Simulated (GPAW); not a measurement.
# GaN (F-43m) in GPAW: a series of runs, part 2 of 2

GPAW 26.7.0.

## 4. One-shot levels on a semilocal density, r2SCAN

run.py reads:

```python
import numpy as np
from ase.dft.bandgap import bandgap
from ase.io import read, write
from ase.units import Ha
from gpaw import GPAW, PW
from gpaw.hybrids.energy import non_self_consistent_energy
from gpaw.new.pw.nschse import non_self_consistent_matrix_elements

atoms = read('GaN.xyz')

calc = GPAW(mode=PW(650),
            xc='MGGA_X_R2SCAN+MGGA_C_R2SCAN',
            kpts={'size': (7, 7, 7), 'gamma': True},
            occupations={'name': 'fermi-dirac', 'width': 0.001},
            nbands=11,
            convergence={'density': 1e-06, 'bands': 9},
            maxiter=150,
            txt='gpaw.txt')
atoms.calc = calc
energy = atoms.get_potential_energy()
calc.write('gs.gpw')
write('result.traj', atoms)
print(f'Energy: {energy:.6f} eV')
print('Fermi level:', round(calc.get_fermi_level(), 4), 'eV')
print(f'Gap: {bandgap(calc)[0]:.4f} eV, direct: {bandgap(calc, direct=True)[0]:.4f} eV')

calc.write('wfs.gpw', mode='all')
eps = calc.eigenvalues()
free = calc.get_potential_energy(force_consistent=True)
semilocal_x = free + calc.get_xc_difference('MGGA_X_R2SCAN')  # without correlation
exact_x = non_self_consistent_energy(calc, 'EXX').sum()
h_x = non_self_consistent_matrix_elements(GPAW('wfs.gpw').dft, 'MGGA_X_R2SCAN')
h_exx = non_self_consistent_matrix_elements(GPAW('wfs.gpw').dft, 'EXX')
shift = np.einsum('sknn->skn', h_exx - h_x).real * Ha
np.savetxt('shift.dat', shift[..., :9].reshape((-1, 9)), fmt='%.4f')
occupied = eps < calc.get_fermi_level()
for name, a in {'r2SCAN0': 0.25, 'r2SCANh': 0.1, 'r2SCAN50': 0.5, 'r2SCAN-EpsX': 0.18}.items():
    levels = (eps + a * shift)[..., :9]
    gap = levels[~occupied[..., :9]].min() - levels[occupied[..., :9]].max()
    print(f'{name}: share {a}, energy {free + a * (exact_x - semilocal_x):.6f} eV, gap {gap:.4f} eV')
```

GaN.xyz reads:

```xyz
2
Lattice="0.0000000000 2.2535006075 2.2535006075 2.2535006075 0.0000000000 2.2535006075 2.2535006075 2.2535006075 0.0000000000" Properties=species:S:1:pos:R:3 pbc="T T T"
Ga     0.0000000000      0.0000000000      0.0000000000
N      1.1267503038      1.1267503038      1.1267503038
```

Potentials or basis: GPAW PAW data sets (gpaw-data 1.2.1), pw.

Launch:

```bash
$ OMP_NUM_THREADS=1 python run.py
```

gpaw.txt:

```text
__  _  _
 | _ |_)|_||  |
 |__||  | ||/\| - 26.7.0

Input parameters:
  mode=PW(ecut=650.0),
  convergence={'density': 1e-06, 'bands': 9},
  kpts=MonkhorstPack(size=(7, 7, 7), gamma=True),
  maxiter=150,
  nbands=11,
  occupations=Occupations(name='fermi-dirac', width=0.001),
  xc=XC(name='MGGA_X_R2SCAN+MGGA_C_R2SCAN')

Diagonalizing LCAO Hamiltonian
Converting LCAO to pw mode

           N
       Ga

Atoms  # Å, Bohr magnetons
|   | symbol |        x |        y |        z |    initial magnetic moments |
|---|--------|----------|----------|----------|-----------------------------|
| 0 |     Ga | 0.000000 | 0.000000 | 0.000000 | ( 0.0000,  0.0000,  0.0000) |
| 1 |      N | 1.126750 | 1.126750 | 1.126750 | ( 0.0000,  0.0000,  0.0000) |

Unit cell  # Å
| periodic |        x |        y |        z |  lengths |    angles |
|----------|----------|----------|----------|----------|-----------|
|      yes | 0.000000 | 2.253501 | 2.253501 | 3.186931 | 60.000000 |
|      yes | 2.253501 | 0.000000 | 2.253501 | 3.186931 | 60.000000 |
|      yes | 2.253501 | 2.253501 | 0.000000 | 3.186931 | 60.000000 |

Number of symmetries: 24
Symmetry operations  # r_c * U_cc + t_c -> r_c
|    | kind |            matrix            |
|----|------|------------------------------|
|  0 |  E   |  1, 0, 0,  0, 1, 0,  0, 0, 1 |
|  1 |  σ   |  1, 0, 0,  0, 0, 1,  0, 1, 0 |
|  2 |  σ   |  1, 0,-1,  0, 1,-1,  0, 0,-1 |
|  3 |  C3  |  1, 0,-1,  0, 0,-1,  0, 1,-1 |
|  4 |  C3  |  1,-1, 0,  0,-1, 1,  0,-1, 0 |
|  5 |  σ   |  1,-1, 0,  0,-1, 0,  0,-1, 1 |
|  6 |  σ   |  0, 1, 0,  1, 0, 0,  0, 0, 1 |
|  7 |  C3  |  0, 1, 0,  0, 0, 1,  1, 0, 0 |
|  8 |  C2  |  0, 1,-1,  1, 0,-1,  0, 0,-1 |
|  9 |  S4  |  0, 1,-1,  0, 0,-1,  1, 0,-1 |
| 10 |  C3  |  0, 0, 1,  1, 0, 0,  0, 1, 0 |
| 11 |  σ   |  0, 0, 1,  0, 1, 0,  1, 0, 0 |
| 12 |  S4  |  0, 0,-1,  1, 0,-1,  0, 1,-1 |
| 13 |  C3  |  0, 0,-1,  0, 1,-1,  1, 0,-1 |
| 14 |  S4  |  0,-1, 1,  1,-1, 0,  0,-1, 0 |
| 15 |  C2  |  0,-1, 1,  0,-1, 0,  1,-1, 0 |
| 16 |  C3  |  0,-1, 0,  1,-1, 0,  0,-1, 1 |
| 17 |  S4  |  0,-1, 0,  0,-1, 1,  1,-1, 0 |
| 18 |  S4  | -1, 1, 0, -1, 0, 1, -1, 0, 0 |
| 19 |  C3  | -1, 1, 0, -1, 0, 0, -1, 0, 1 |
| 20 |  C3  | -1, 0, 1, -1, 1, 0, -1, 0, 0 |
| 21 |  S4  | -1, 0, 1, -1, 0, 0, -1, 1, 0 |
| 22 |  σ   | -1, 0, 0, -1, 1, 0, -1, 0, 1 |
| 23 |  C2  | -1, 0, 0, -1, 0, 1, -1, 1, 0 |

BZ-sampling:
  Number of BZ points: 343
  Number of IBZ points: 20

  Monkhorst-Pack size: [7, 7, 7]
  Monkhorst-Pack shift: [0, 0, 0]
[... 54 lines left out ...]
    |    s |        |      18.266 |    1.164 |
    |    p |        |      24.631 |    1.164 |
    |    d |        |       0.000 |    1.164 |

    Using partial waves for Ga as LCAO basis

  N:
    name:    Nitrogen
    Z:       7.0
    valence: 5
    core:    2
    charge:  0.0  # [|e|]
    compensation charges:
      type: gauss
      rc: 0.18  # [Å]
      lmax: 2
    cutoffs:
      filter: 1.11  # [Å]
      core: 0.96  # [Å]
    projectors
    | kind |    occ | energy [eV] | rcut [Å] |
    |------|--------|-------------|----------|
    |   2s |  2.000 |     -18.583 |    0.603 |
    |   2p |  3.000 |      -7.089 |    0.529 |
    |    s |        |       8.629 |    0.603 |
    |    p |        |      20.123 |    0.529 |
    |    d |        |       0.000 |    0.577 |

    Using partial waves for N as LCAO basis

Reference energy: -54366.393033  # eV

eigensolver:
  PPCG
  Converge bands: 9
  niter=2

density mixing:
  MSR1-Mixer
  Pratt-step length: 0.05
  Maximum mixing coefficient: 0.75
  Old densities: 10
  SVD Regularization: 0.005
  Good broyden scale: 1.0
  Trust region scale: 1.0
  Backstep threshold: 4.0
  History deletion threshold: 6.0
  Fourier metric: weight=20.0, sigma=0.015

occupation numbers:
  Fermi-Dirac:
    width: 0.0010  # eV

poisson solver:
  ecut: 5200.0  # eV

xc functional:
  name: MGGA_X_R2SCAN+MGGA_C_R2SCAN with 2 nearest neighbor stencil

convergence criteria:
- Maximum integral of absolute [dens]ity change: 1e-06 electrons / valence electron
- Maximum [total energy] change in last 3 cyles: 0.0005 eV / valence electron
- Maximum integral of absolute [eigenst]ate change: 4e-08 eV^2 / valence electron
maximum number of iterations: 150

SCF iterations
|iter     | |      energy | eigst |  dens |
|---------|-|-------------|-------|-------|
|iter:   1| |  -23.899365 | +1.88 |       |
|iter:   2| |  -21.412028 | +0.48 | -0.59 |
|iter:   3| |  -20.524066 | -0.26 | -0.63 |
|iter:   4| |  -20.541642 | -1.71 | -1.29 |
|iter:   5| |  -20.547830 | -2.62 | -1.54 |
|iter:   6| |  -20.547733 | -4.61 | -2.59 |
|iter:   7| |  -20.547746c| -5.42 | -3.15 |
|iter:   8| |  -20.547746c| -7.24 | -4.17 |
|iter:   9| |  -20.547746c| -7.17 | -4.71 |
|iter:  10| |  -20.547746c| -8.03c| -5.95 |
|iter:  11| |  -20.547746c| -8.33c| -6.55c|

Converged in 11 steps
Energy contributions relative to reference atoms: (reference = -54366.393033)

Energy contributions:
  Kinetic:          30.475911
  Coulomb:         -26.196860
  Zero:              0.043843
  External:          0.000000
  Xc:              -24.870641
  Entropy:          -0.000000
  Spinorbit:         0.000000
  ----------------------------
  Free energy:     -20.547746
  Extrapolated:    -20.547746

dipole moment: (-12.501811, -12.501811, -12.501811)  # |e|*Ang

Fermi level: 6.450
Eigenvalues  # (at kpt = [0.000, 0.000, 0.000])
| band index |      eig [eV] | occ [0-2] |
|------------|---------------|-----------|
|          0 |       -10.570 |     2.000 |
|          1 |         6.090 |     2.000 |
|          2 |         6.090 |     2.000 |
|          3 |         6.090 |     2.000 |
|          4 |         8.373 |     0.000 |
|          5 |        17.181 |     0.000 |
|          6 |        17.181 |     0.000 |
|          7 |        17.181 |     0.000 |
|          8 |        24.747 |     0.000 |
|          9 |        25.099 |     0.000 |
|         10 |        25.277 |     0.000 |

Gap: 2.283 eV
Transition (v -> c):
  (s=0, k=0, n=3, [0.00, 0.00, 0.00]) -> (s=0, k=0, n=4, [0.00, 0.00, 0.00])
No difference between direct/indirect transitions
# Writing to gs.gpw (mode='')

# Writing to wfs.gpw (mode='all')
```

It took 6.1 min on 1 thread of Arm Neoverse N1, shared host; peak memory 0.44 GiB.

What came out:

```yaml
Free_energy: -20.5477 eV
Band_gap_on_the_k_mesh: 2.28 eV, direct
```

Band gaps from one-shot exact exchange on these states (eV): r2scan0 3.96, r2scanh 2.95, r2scan50 5.64, r2scan_epsx 3.49

Caveat: energy and the plain gap are those of the semilocal run; the hybrids' values are one shot on its orbitals and mesh.

## 5. Hybrid scf, r2SCAN-EpsX

run.py reads:

```python
import numpy as np
from ase.dft.bandgap import bandgap
from ase.io import read, write
from gpaw import GPAW, PW
from gpaw.xc import parametrizedxc

class ScaledMGGA(parametrizedxc.ParametrizedKernel):
    """Weighted sum of Libxc meta-GGA parts, named like '0.75_MGGA_X_..+1.0_MGGA_C_..'."""
    def __init__(self, name):
        super().__init__(name)
        self.type = 'MGGA'

    def calculate(self, e_g, n_sg, dedn_sg, sigma_xg, dedsigma_xg, tau_sg, dedtau_sg):
        e_g[:] = dedsigma_xg[:] = dedtau_sg[:] = 0.0
        for kernel, c in zip(self.kernels, self.coefs):
            e, v, s, t = [np.zeros_like(x) for x in [e_g, dedn_sg, dedsigma_xg, dedtau_sg]]
            kernel.calculate(e, n_sg, v, sigma_xg, s, tau_sg, t)
            e_g += c * e
            dedn_sg += c * v
            dedsigma_xg += c * s
            dedtau_sg += c * t

parametrizedxc.ParametrizedKernel = ScaledMGGA

atoms = read('GaN.xyz')

calc = GPAW(mode=PW(300),
            xc={'name': '0.820_MGGA_X_R2SCAN+1.0_MGGA_C_R2SCAN', 'fraction': 0.18, 'omega': 0.0, 'backend': 'pw'},
            kpts={'size': (3, 3, 3), 'gamma': True},
            occupations={'name': 'fermi-dirac', 'width': 0.05},
            nbands=11,
            convergence={'density': 0.0001},
            maxiter=50,
            txt='gpaw.txt')
atoms.calc = calc
energy = atoms.get_potential_energy()
calc.write('gs.gpw')
write('result.traj', atoms)
print(f'Energy: {energy:.6f} eV')
print('Fermi level:', round(calc.get_fermi_level(), 4), 'eV')
print(f'Gap: {bandgap(calc)[0]:.4f} eV, direct: {bandgap(calc, direct=True)[0]:.4f} eV')
```

GaN.xyz is that of step 4.

Potentials or basis: GPAW PAW data sets (gpaw-data 1.2.1), pw.

Launch:

```bash
$ OMP_NUM_THREADS=1 python run.py
```

gpaw.txt:

```text
__  _  _
 | _ |_)|_||  |
 |__||  | ||/\| - 26.7.0

Input parameters:
  mode=PW(ecut=300.0),
  convergence={'density': 0.0001},
  kpts=MonkhorstPack(size=(3, 3, 3), gamma=True),
  maxiter=50,
  nbands=11,
  occupations=Occupations(name='fermi-dirac', width=0.05),
  xc=XC(name='0.820_MGGA_X_R2SCAN+1.0_MGGA_C_R2SCAN', fraction=0.18, omega=0.0, backend='pw')

Diagonalizing LCAO Hamiltonian
Converting LCAO to pw mode

           N
       Ga

Atoms  # Å, Bohr magnetons
|   | symbol |        x |        y |        z |    initial magnetic moments |
|---|--------|----------|----------|----------|-----------------------------|
| 0 |     Ga | 0.000000 | 0.000000 | 0.000000 | ( 0.0000,  0.0000,  0.0000) |
| 1 |      N | 1.126750 | 1.126750 | 1.126750 | ( 0.0000,  0.0000,  0.0000) |

Unit cell  # Å
| periodic |        x |        y |        z |  lengths |    angles |
|----------|----------|----------|----------|----------|-----------|
|      yes | 0.000000 | 2.253501 | 2.253501 | 3.186931 | 60.000000 |
|      yes | 2.253501 | 0.000000 | 2.253501 | 3.186931 | 60.000000 |
|      yes | 2.253501 | 2.253501 | 0.000000 | 3.186931 | 60.000000 |

Number of symmetries: 24
Symmetry operations  # r_c * U_cc + t_c -> r_c
|    | kind |            matrix            |
|----|------|------------------------------|
|  0 |  E   |  1, 0, 0,  0, 1, 0,  0, 0, 1 |
|  1 |  σ   |  1, 0, 0,  0, 0, 1,  0, 1, 0 |
|  2 |  σ   |  1, 0,-1,  0, 1,-1,  0, 0,-1 |
|  3 |  C3  |  1, 0,-1,  0, 0,-1,  0, 1,-1 |
|  4 |  C3  |  1,-1, 0,  0,-1, 1,  0,-1, 0 |
|  5 |  σ   |  1,-1, 0,  0,-1, 0,  0,-1, 1 |
[... 129 lines left out ...]

convergence criteria:
- Maximum integral of absolute [dens]ity change: 0.0001 electrons / valence electron
- Maximum [total energy] change in last 3 cyles: 0.0005 eV / valence electron
- Maximum integral of absolute [eigenst]ate change: 4e-08 eV^2 / valence electron
maximum number of iterations: 50

IBZ(<points: 4, symmetries: 24>)
Occupied bands: 4
SCF iterations
|iter     | |      energy | eigst |  dens |
|---------|-|-------------|-------|-------|
|iter:   1| | -404.665672 | -0.37 |       |
|iter:   2| |  -14.679059 | -0.74 | -0.58 |
|iter:   3| |  -14.521890 | -1.63 | -0.66 |
|iter:   4| |  -14.377150 | -1.63 | -0.83 |
|iter:   5| |  -14.376140 | -1.99 | -1.19 |
|iter:   6| |  -14.375844c| -3.60 | -1.84 |
|iter:   7| |  -14.372732c| -3.56 | -1.95 |
|iter:   8| |  -14.372040c| -4.55 | -2.15 |
|iter:   9| |  -14.371368c| -3.85 | -2.35 |
|iter:  10| |  -14.371466c| -5.08 | -3.33 |
|iter:  11| |  -14.371467c| -5.85 | -3.35 |
|iter:  12| |  -14.371467c| -8.01c| -4.47c|

Converged in 12 steps
Energy contributions relative to reference atoms: (reference = -54366.393033)

Energy contributions:
  Kinetic:          12.623540
  Coulomb:          -4.482694
  Zero:              0.223920
  External:          0.000000
  Xc:              373.640484
  Entropy:          -0.000000
  Spinorbit:         0.000000
  Hybrid_Xc_Cc:      -378.717752
  Hybrid_Xc_Vc:        -2.969314
  Hybrid_Xc_Vv:       -14.689651
  ----------------------------
  Free energy:     -14.371467
  Extrapolated:    -14.371467

dipole moment: (-12.519745, -12.519745, -12.519745)  # |e|*Ang

Fermi level: 6.963
Eigenvalues  # (at kpt = [0.000, 0.000, 0.000])
| band index |      eig [eV] | occ [0-2] |
|------------|---------------|-----------|
|          0 |       -12.828 |     2.000 |
|          1 |         5.773 |     2.000 |
|          2 |         5.773 |     2.000 |
|          3 |         5.777 |     2.000 |
|          4 |         8.517 |     0.000 |
|          5 |        17.923 |     0.000 |
|          6 |        17.924 |     0.000 |
|          7 |        17.924 |     0.000 |
|          8 |        25.604 |     0.000 |
|          9 |        25.639 |     0.000 |
|         10 |        25.639 |     0.000 |

Gap: 2.740 eV
Transition (v -> c):
  (s=0, k=0, n=3, [0.00, 0.00, 0.00]) -> (s=0, k=0, n=4, [0.00, 0.00, 0.00])
No difference between direct/indirect transitions
# Writing to gs.gpw (mode='')
```

Run time: 72 s. Hardware: 1 thread of Arm Neoverse N1, shared host; peak memory 0.18 GiB.

These settings aren't checked as converged: the numbers below hold their error.

What came out:

```yaml
Free_energy: -14.3715 eV
Band_gap_on_the_k_mesh: 2.74 eV, direct
```

Caveat: the k mesh is coarse (spacing up to 0.80 Å⁻¹), so the values aren't converged, least of all with exact exchange; exact exchange converges slowly with the k mesh, and this mesh is small; the scaled meta-GGA exchange is a class typed in the script.

## 6. The runs side by side

```csv
task,level,potentials or basis,k mesh,cutoff (eV),smearing,valence bands,conduction bands,scissors,integrate gamma,bse mode,other keys,gap on the mesh (eV)
optical spectrum by the Bethe-Salpeter equation,GLLB-SC,"the program's PAW data sets (release 1.2.1) made for this functional, pw",8 × 8 × 8,550,fermi-dirac 0.05 eV,4,4,2 eV,reciprocal,BSE,"several, not listed",-
dielectric tensor,PBE,"GPAW PAW data sets (gpaw-data 1.2.1), pw",8 × 8 × 8,650,fermi-dirac 0.001 eV,-,-,-,-,-,-,1.83
one-shot levels on a semilocal density,r2SCAN,"GPAW PAW data sets (gpaw-data 1.2.1), pw",7 × 7 × 7,650,fermi-dirac 0.001 eV,-,-,-,-,-,-,2.28
```

Alike in all rows: no spin polarisation; cell as given.

Caveats: the long-wavelength limit can be off by a per cent or two (some runs); the band lists can cut through equal levels, which moves peak heights (some runs); on so coarse a mesh excitons come out too strongly bound (some runs); on this mesh the treatment of q = 0 moves the result by about a tenth of an eV (some runs); a model potential gives levels but no total energy (some runs); response on these states lacks terms of the Hamiltonian (some runs); the static dielectric constant lacks the antiresonant part and is too small (some runs).

Absolute energies hang on the potentials; compare differences alone.

## 7. Comparison with measurements

Step 3. Against the measured gap of GaN, 3.299 eV (direct; 0 K; a printed reference work, textbook), the calculated 1.83 eV is off by -1.47 eV. Spin-orbit coupling on Ga is left out. The value is that of PBE on a finite k mesh, which can miss the band edges, without temperature or zero-point motion. Semilocal functionals fall short of measured gaps as a rule. The cell is a database's relaxed one, not the measured one, which moves gaps too.

Step 4. Measured gap of GaN: 3.299 eV (direct; 0 K; a printed reference work, textbook). This calculation gives 2.28 eV (-1.02 eV). Spin-orbit coupling on Ga is left out. The value is that of r2SCAN, without temperature or zero-point motion. The cell is a database's relaxed one, not the measured one, which moves gaps too.
